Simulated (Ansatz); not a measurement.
# Gd (fcc)

The computed numbers are results of PBE, scalar-relativistic (collinear spin) in the plane-wave PAW code Ansatz at 420 eV, 14×14×14 k-mesh, Gaussian smearing of 0.05 eV. The datasets are Ansatz's generated set soft_2.

```
Gd
1.0
     0.00000    2.54083    2.54083
     2.54083    0.00000    2.54083
     2.54083    2.54083    0.00000
Gd
1
Direct
  0.00000 0.00000 0.00000
```

At room temperature and ambient pressure Gd is hcp.

The geometry is fixed. Moments are started on Gd in several ways. q is the propagation vector of an order in a doubled cell, in units of this cell's reciprocal vectors; doubled cells take an equivalent mesh or are counted from a ferromagnetic run in the same cell, unless said otherwise. Energies count from the first row, the state in which the cell was relaxed.

The starts:
- ferromagnetic
- no spin polarisation
- antiparallel, q = (0, 0, 1/2)
- antiparallel, q = (0, 1/2, 1/2)

Which start ends lowest?

Lowest: antiparallel, q = (0, 0, 1/2), though «antiparallel, q = (0, 1/2, 1/2)» lies within 1.4 meV/atom, too near to part.

| start | largest typed moment (μB) | ΔE (meV/atom) | gap on the mesh (eV) | P (GPa) | final spin moments (μB) |
| --- | --- | --- | --- | --- | --- |
| ferromagnetic | 7.96* | 0.0 | metal | 0.0 | Gd 7.24 |
| no spin polarisation | 0.00 | 7431.6 | metal | -3.3 | none |
| antiparallel, q = (0, 0, 1/2) | 7.00 | -34.9 | metal | -0.2 | Gd 7.23, -7.23 |
| antiparallel, q = (0, 1/2, 1/2) | 7.00 | -33.5 | metal | -0.2 | Gd 7.19, -7.19 |

A star marks runs that didn't start from the typed moments alone: the program put its own moment for the open shell in their place.

The row without spin polarisation prices the pairing of the open shell's electrons, not a magnetic ordering energy.

Only orders that fit these small cells were tried, so the real crystal's order may be another.

Without a U the 4f levels of Gd lie too near the Fermi level, so their share of the states there, and what hangs on it, is overstated. Scalar-relativistic only: spin–orbit splittings of the heavy atoms' levels are missing. Site moments are of spin, integrated over atomic spheres.
